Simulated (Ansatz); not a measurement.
## A series in volume scale on TiO₂

Free energy against uniform scaling of the volume at fixed shape and fractions; periodic cell, basis, potentials, k mesh and filling as listed. The results are calculated, by Ansatz 0.2.0.

The cell before it is scaled or strained (space group P4_2/mnm, No. 136):
```
cell vectors (Å)
   4.6075     0.0000     0.0000
   0.0000     4.6075     0.0000
   0.0000     0.0000     2.9672
atoms (fractions of the cell vectors)
Ti  0.00000  0.00000  0.00000
Ti  0.50000  0.50000  0.50000
O   0.30496  0.30496  0.00000
O   0.19504  0.80496  0.50000
O   0.69504  0.69504  0.00000
O   0.80496  0.19504  0.50000
```

Settings of every row: functional PBEsol; dispersion none; potentials PAW; wave cutoff 462.59 eV; density cutoff 1850.4 eV; k mesh 4x4x6; k shift 0x0x0; occupations fixed; smearing width 0 eV; spin none; SCF threshold exponent -10.

```
row  volume scale  V (Å³/atom)  energy above lowest point (meV/atom)  pressure (GPa)
  1        0.9406        9.875                                  14.7           11.96
  2        0.9703       10.187                                     0            3.34
  3             1       10.498                                   0.8           -4.01
  4        1.0297        10.81                                     ?               ?
  5        1.0594       11.122                                  40.3          -15.62
```

Question: what energy above lowest point and pressure should row 4 give?

Worked fit of energy above lowest point. Take u = (V_r/V)^(2/3) − 1 with V_r = 10.342 Å³ an atom, which is twice the finite (Eulerian) strain; such expansions in the strain, on which the Birch-Murnaghan equation of state is built, carry the rest volume and the bulk modulus. The shown rows have u = 0.03128, 0.01012, -0.00993, -0.04732. Least squares give energy above lowest point = −1.38 − 41.3 × u + 17742 × u² meV/atom; a straight line predicts inner rows, each left out in turn, worse (root mean square 17 against 0.046 meV/atom). All shown rows lie on it to the printed digit. Its lowest point lies at u = 0.0012, or V = 10.32 Å³ an atom, and the curvature there gives the bulk modulus at fixed shape and fractions, B = (4/9)(1 + u)² E″(u)/V = 245 GPa. Letting shape and atoms relax would as a rule lower it, by much in layered, chain or molecular crystals. The withheld row has u = -0.02907, so the fit gives −1.38 − 41.3 × (-0.02907) + 17742 × (-0.02907)² = 14.8 meV/atom.

The calculation gave 14.9 meV/atom. The fit lies 0.1 meV/atom (0.25 % of the column's range) below it, one unit of the last digit.

Worked fit of pressure. Take u = (V_r/V)^(2/3) − 1 with V_r = 10.342 Å³ an atom, which is twice the finite (Eulerian) strain; such expansions in the strain, on which the Birch-Murnaghan equation of state is built, carry the rest volume and the bulk modulus. The shown rows have u = 0.03128, 0.01012, -0.00993, -0.04732. Least squares give pressure = −0.468 + 366.61 × u + 980.9 × u² GPa; a straight line predicts inner rows, each left out in turn, worse (root mean square 0.95 against 0.0048 GPa). All shown rows lie on it to the printed digit. The pressure vanishes at u = 0.0013, or V = 10.32 Å³ an atom, and there the bulk modulus at fixed shape and fractions is B = −V dP/dV = (2/3)(1 + u) dP/du = 246 GPa. Letting shape and atoms relax would as a rule lower it, by much in layered, chain or molecular crystals. The withheld row has u = -0.02907, so the fit gives −0.468 + 366.61 × (-0.02907) + 980.9 × (-0.02907)² = -10.30 GPa.

The calculation gave -10.28 GPa. The fit lies 0.02 GPa (0.073 % of the column's range) below it; its largest miss of a shown row is 0.00 GPa.
